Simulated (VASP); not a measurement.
# WSe2 (P6_3/mmc) in VASP: further runs, part 3 of 3

VASP 6.6.1. The steps go on from the part before.

**5. Relaxation of shape and atoms at fixed volume, PBE+D3(BJ) (a relaxed cell with its volume scaled by 0.94)**

Input file INCAR:

```
SYSTEM = WSe2
  PREC = Accurate
  ENCUT = 600
  EDIFF = 1E-7
  ISMEAR = 0
  SIGMA = 0.03
  LREAL = .FALSE.
  LASPH = .TRUE.
  NELM = 80
  ALGO = Fast
  ISIF = 4
  LWAVE = .FALSE.
  LCHARG = .FALSE.
  GGA = PE
  IVDW = 12
  IBRION = 2
  NSW = 40
  EDIFFG = -0.01
  KPAR = 2
```

Input file KPOINTS:

```
Automatic mesh
0
G
  9 9 2
  0 0 0
```

Input file POSCAR:

```
WSe2                                    
1.0
    3.2143595278      0.0000000000      0.0000000000
   -1.6071797639      2.7837170080      0.0000000000
    0.0000000000      0.0000000000     12.5305307704
  W               Se            
     2     4
Direct
     0.3333333332999970    0.6666666667000030    0.2500000000000000
     0.6666666667000030    0.3333333332999970    0.7500000000000000
     0.3333333332999970    0.6666666667000030    0.6181949418054202
     0.6666666667000030    0.3333333332999970    0.1181949418054202
     0.3333333332999970    0.6666666667000030    0.8818050581945798
     0.6666666667000030    0.3333333332999970    0.3818050581945798
```

Potentials or basis: VASP PAW PBE potentials, release 64 (W_sv, Se).

Run with:

```bash
$ cat potpaw_PBE.64/W_sv/POTCAR potpaw_PBE.64/Se/POTCAR > POTCAR
$ mpirun -np 2 vasp_std > vasp.out
```

OUTCAR:

```text
SYSTEM = WSe2
   PREC = Accurate
   ENCUT = 600
   EDIFF = 1E-7
   ISMEAR = 0
   LREAL = .FALSE.
   LASPH = .TRUE.
   NELM = 80
   ISIF = 4
   GGA = PE
   IVDW = 12
   IBRION = 2
   NSW = 40
   EDIFFG = -0.01
 IVDW          = 12

 ion  position               nearest neighbor table
   1  0.333  0.667  0.250-   4 2.48   6 2.48   4 2.48   6 2.48   4 2.48   6 2.48
   2  0.667  0.333  0.750-   3 2.48   5 2.48   3 2.48   5 2.48   3 2.48   5 2.48
   3  0.333  0.667  0.618-   2 2.48   2 2.48   2 2.48
   4  0.667  0.333  0.118-   1 2.48   1 2.48   1 2.48
   5  0.333  0.667  0.882-   2 2.48   2 2.48   2 2.48
   6  0.667  0.333  0.382-   1 2.48   1 2.48   1 2.48

  LATTYP: Found a hexagonal cell.
 ALAT       =     3.2143595278
 C/A-ratio  =     3.8982978295

  Lattice vectors:

 A1 = (   3.2143595278,   0.0000000000,   0.0000000000)
 A2 = (  -1.6071797639,   2.7837170080,   0.0000000000)
 A3 = (   0.0000000000,   0.0000000000,  12.5305307704)

Analysis of symmetry for initial positions (statically):
=====================================================================
 Subroutine PRICEL returns:
 Original cell was already a primitive cell.

 Routine SETGRP: Setting up the symmetry group for a
 hexagonal supercell.

 Subroutine GETGRP returns: Found 24 space group operations
[... 151 lines left out ...]
   GGA     = PE    functional components
   LHFCALC =     F    Hartree Fock is set to
   AEXX    =    0.0000 exact exchange contribution
   IVDW    =    12    specifies the selected vdW correction
   LEPSILON=     F    determine dielectric tensor
   LRPA    =     F    only Hartree local field effects (RPA)
 conjugate gradient relaxation of ions
 non-spin polarized calculation
 RMM-DIIS sequential band-by-band and
 Gauss-broadening in eV      SIGMA  =   0.03
  energy-cutoff  :      600.00
  volume of cell :      112.12
 maximum number of plane-waves:      3778
 NGX is ok and might be reduce to    28
   NGX = 13   NGY = 13   NGZ = 51

--------------------------------------- Ionic step        1  -------------------------------------------

 number of electron      52.0000000 magnetization

 Free energy of the ion-electron system (eV)
  ---------------------------------------------------
  ext. energy  EPLUGINS =         0.00000000
  ---------------------------------------------------
  free energy    TOTEN  =       -42.67955865 eV

  energy without entropy =      -42.67955865  energy(sigma->0) =      -42.67955865

------------------------ aborting loop because EDIFF is reached ----------------------------------------

 Edisp (eV)   -3.03617

 E8    (eV) :    -1.3545
[... 299 lines left out ...]
--------------------------------------- Ionic step        8  -------------------------------------------

 number of electron      52.0000003 magnetization

 Free energy of the ion-electron system (eV)
  ---------------------------------------------------
  ext. energy  EPLUGINS =         0.00000000
  ---------------------------------------------------
  free energy    TOTEN  =       -42.80801167 eV

  energy without entropy =      -42.80801167  energy(sigma->0) =      -42.80801167

 E-fermi :   7.5611     XC(G=0): -11.2670

 val. band max:        7.3322050125   @ k =   0.0000   0.0000   0.0000
 cond. band min:       8.1376822972   @ k =   0.2222   0.1111   0.0000
 fundamental gap:      0.8054772848
 Fermi energy:         7.5611059087

 k-point     1 :       0.0000    0.0000    0.0000
  band No.  band energies     occupation
      1     -67.0552      2.00000
      2     -67.0551      2.00000
      3     -31.3366      2.00000
      4     -31.3366      2.00000
      5     -31.1631      2.00000
      6     -31.1631      2.00000
[... 842 lines left out ...]
  FREE ENERGIE OF THE ION-ELECTRON SYSTEM (eV)
  ---------------------------------------------------
  free  energy   TOTEN  =       -45.8478239147 eV

  energy  without entropy=      -45.8478239147  energy(sigma->0) =      -45.84782391

 reached required accuracy - stopping structural energy minimisation
```

OSZICAR:

```text
N       E                     dE             d eps       ncg     rms          rms(c)
DAV:   1     0.554778764176E+03    0.55478E+03   -0.30527E+04  1624   0.184E+03
DAV:   2    -0.681445984588E+01   -0.56159E+03   -0.54977E+03  1717   0.469E+02
DAV:   3    -0.434485081247E+02   -0.36634E+02   -0.35950E+02  1857   0.104E+02
[... 84 lines left out ...]
RMM:   2    -0.428080180441E+02    0.30215E-04   -0.11725E-04  1661   0.505E-02    0.164E-02
RMM:   3    -0.428080121595E+02    0.58845E-05   -0.24233E-05  1575   0.264E-02    0.102E-02
RMM:   4    -0.428080116023E+02    0.55719E-06   -0.79805E-06  1587   0.136E-02    0.658E-03
RMM:   5    -0.428080116590E+02   -0.56642E-07   -0.19049E-06  1561   0.749E-03    0.228E-03
RMM:   6    -0.428080116664E+02   -0.73978E-08   -0.44265E-07  1095   0.333E-03
   8 F= -.45847824E+02 E0= -.45847824E+02  d E =-.314312E-04
```

CONTCAR:

```text
WSe2
   1.00000000000000
     3.2391471255586519    0.0000000000000000   -0.0000000000000000
    -1.6195735627793260    2.8051836973663016    0.0000000000000000
     0.0000000000000000    0.0000000000000000   12.3394846070952990
  W               Se
     2     4
Direct
     0.3333333332999970    0.6666666667000030    0.2500000000000000
     0.6666666667000030    0.3333333332999970    0.7500000000000000
     0.3333333332999970    0.6666666667000030    0.6129269445152203
     0.6666666667000030    0.3333333332999970    0.1129269445152203
     0.3333333332999970    0.6666666667000030    0.8870730554847797
     0.6666666667000030    0.3333333332999970    0.3870730554847797

  0.00000000E+00  0.00000000E+00  0.00000000E+00
  0.00000000E+00  0.00000000E+00  0.00000000E+00
  0.00000000E+00  0.00000000E+00  0.00000000E+00
  0.00000000E+00  0.00000000E+00  0.00000000E+00
  0.00000000E+00  0.00000000E+00  0.00000000E+00
  0.00000000E+00  0.00000000E+00  0.00000000E+00
```

Wall time 8 min (2 MPI ranks of Intel Xeon Platinum 8375C at 2.90GHz (Ice Lake), shared host); peak memory 0.33 GiB.

What came out:

```
Free energy                : -45.8478 eV
Energy gained by relaxing  : 22.0 meV/atom
Ionic steps                : 8
Pressure after relaxing    : 4.1 GPa
Band gap on the k mesh     : 0.81 eV, indirect (least direct gap 1.61 eV)
Dispersion energy per atom : -0.507 eV
```

The path:
```csv
step,energy change (eV),largest force (eV/Å),pressure (GPa)
1,0.0000,1.1002,10.19
2,-0.0942,0.1104,4.59
3,-0.0986,0.0917,5.52
4,-0.1270,0.0484,4.69
5,-0.1321,0.0158,4.20
6,-0.1321,0.0140,4.17
7,-0.1321,0.0106,4.08
8,-0.1321,0.0002,4.12
```

Final structure:
```yaml
crystal:
  lattice:
    - [3.23915, 0.00000, 0.00000]
    - [-1.61957, 2.80518, 0.00000]
    - [0.00000, 0.00000, 12.33948]
  atoms:
    - { symbol: W, position: [0.33333, 0.66667, 0.25000] }
    - { symbol: W, position: [0.66667, 0.33333, 0.75000] }
    - { symbol: Se, position: [0.33333, 0.66667, 0.61293] }
    - { symbol: Se, position: [0.66667, 0.33333, 0.11293] }
    - { symbol: Se, position: [0.33333, 0.66667, 0.88707] }
    - { symbol: Se, position: [0.66667, 0.33333, 0.38707] }
```

Levels at points of the mesh, in eV from the valence-band top:
| k point | band 24 | band 25 | band 26 | band 27 | band 28 | band 29 |
| --- | --- | --- | --- | --- | --- | --- |
| (0.00, 0.00, 0.00) | -1.47 | -0.71 | 0.00 | 2.57 | 2.57 | 2.59 |
| (0.00, 0.00, 0.50) | -1.53 | -0.17 | -0.17 | 2.57 | 2.57 | 2.57 |

Caveat: spin-orbit coupling is left out, which moves the levels of the heavy elements; an odd mesh through Γ misses points on the zone boundary, where band edges often lie.

**6. Relaxation of shape and atoms at fixed volume, PBE+D3(BJ) (a relaxed cell with its volume scaled by 0.96)**

INCAR is that of step 5.

KPOINTS is that of step 5.

Edit POSCAR of step 5 so:

```diff
@@ -2,5 +2,5 @@
 1.0
-    3.2143595278      0.0000000000      0.0000000000
-   -1.6071797639      2.7837170080      0.0000000000
-    0.0000000000      0.0000000000     12.5305307704
+    3.2369966084      0.0000000000      0.0000000000
+   -1.6184983041      2.8033212948      0.0000000000
+    0.0000000000      0.0000000000     12.6187768523
   W               Se
```

Potentials or basis: VASP PAW PBE potentials, release 64 (W_sv, Se).

Run with:

```bash
$ cat potpaw_PBE.64/W_sv/POTCAR potpaw_PBE.64/Se/POTCAR > POTCAR
$ mpirun -np 2 vasp_std > vasp.out
```

It took 6.1 min on 2 MPI ranks of Intel Xeon Platinum 8375C at 2.90GHz (Ice Lake), shared host; peak memory 0.32 GiB.

Results (log left out):

| Property | Result |
| --- | --- |
| Free energy | -45.8968 eV |
| Energy gained by relaxing | 9.6 meV/atom |
| Ionic steps | 5 |
| Pressure after relaxing | 2.5 GPa |
| Largest force after relaxing | 0.007 eV/Å |
| Band gap on the k mesh | 0.87 eV, indirect (least direct gap 1.62 eV) |
| Dispersion energy per atom | -0.496 eV |

Forces in eV/Å, atoms in the order of the input:
```
W    0.000  0.000  0.000
W    0.000  0.000  0.000
Se   0.000  0.000 -0.007
Se   0.000  0.000 -0.007
Se   0.000  0.000  0.007
Se   0.000  0.000  0.007
```

Stress tensor (GPa, compression positive):
```
2.47 0.00 0.00
0.00 2.47 0.00
0.00 0.00 2.55
```

The path:
```tsv
step	energy change (eV)	largest force (eV/Å)	pressure (GPa)
1	0.0000	0.7046	6.42
2	-0.0407	0.0458	3.00
3	-0.0420	0.0630	3.49
4	-0.0548	0.0331	2.92
5	-0.0577	0.0074	2.50
```

Final structure:
```
CELL_PARAMETERS angstrom
3.25523 0.00000 0.00000
-1.62762 2.81911 0.00000
0.00000 0.00000 12.47779
ATOMIC_POSITIONS crystal
W 0.33333 0.66667 0.25000
W 0.66667 0.33333 0.75000
Se 0.33333 0.66667 0.61464
Se 0.66667 0.33333 0.11464
Se 0.33333 0.66667 0.88536
Se 0.66667 0.33333 0.38536
```

Levels at points of the mesh, in eV from the valence-band top:
| k point | band 23 | band 24 | band 25 | band 26 | band 27 | band 28 | band 29 | band 30 |
| --- | --- | --- | --- | --- | --- | --- | --- | --- |
| (0.00, 0.00, 0.00) | -1.47 | -1.37 | -0.79 | 0.00 | 2.60 | 2.60 | 2.60 | 2.62 |
| (0.00, 0.00, 0.50) | -1.52 | -1.52 | -0.18 | -0.18 | 2.58 | 2.58 | 2.58 | 2.58 |

Caveat: spin-orbit coupling is left out, which moves the levels of the heavy elements; an odd mesh through Γ misses points on the zone boundary, where band edges often lie.

**7. The runs side by side**

```tsv
task	level	potentials or basis	cell	k mesh	cutoff (eV)	mesh quality	gap on the mesh (eV)	pressure (GPa)
relaxation of shape and atoms at fixed volume	PBE	VASP PAW PBE potentials, release 64 (W, Se)	atoms relaxed at fixed volume from: a relaxed cell with its volume scaled by 1.06	5 × 5 × 1	300	coarse	1.69	-0.2
relaxation of cell and atoms	PBE+D3(BJ)	VASP PAW PBE potentials, release 64 (W_sv, Se)	relaxed	9 × 9 × 2	600	not flagged	0.99	0.0
relaxation of shape and atoms at fixed volume	PBE+D3(BJ)	VASP PAW PBE potentials, release 64 (W_sv, Se)	atoms relaxed at fixed volume from: a relaxed cell with its volume scaled by 0.94	9 × 9 × 2	600	not flagged	0.81	4.1
relaxation of shape and atoms at fixed volume	PBE+D3(BJ)	VASP PAW PBE potentials, release 64 (W_sv, Se)	atoms relaxed at fixed volume from: a relaxed cell with its volume scaled by 0.96	9 × 9 × 2	600	not flagged	0.87	2.5
```

Alike in all rows: no spin polarisation; smearing gaussian 0.03 eV.

Caveats: some runs use coarse meshes; spin-orbit coupling is left out, which moves the levels of the heavy elements; an odd mesh through Γ misses points on the zone boundary, where band edges often lie; this functional lacks dispersion, which binds the layers, so the pressure and a relaxed spacing across them are unreliable (some runs); the relaxation stopped at its first step, so nothing moved (some runs).

Absolute energies hang on the potentials; compare differences alone.
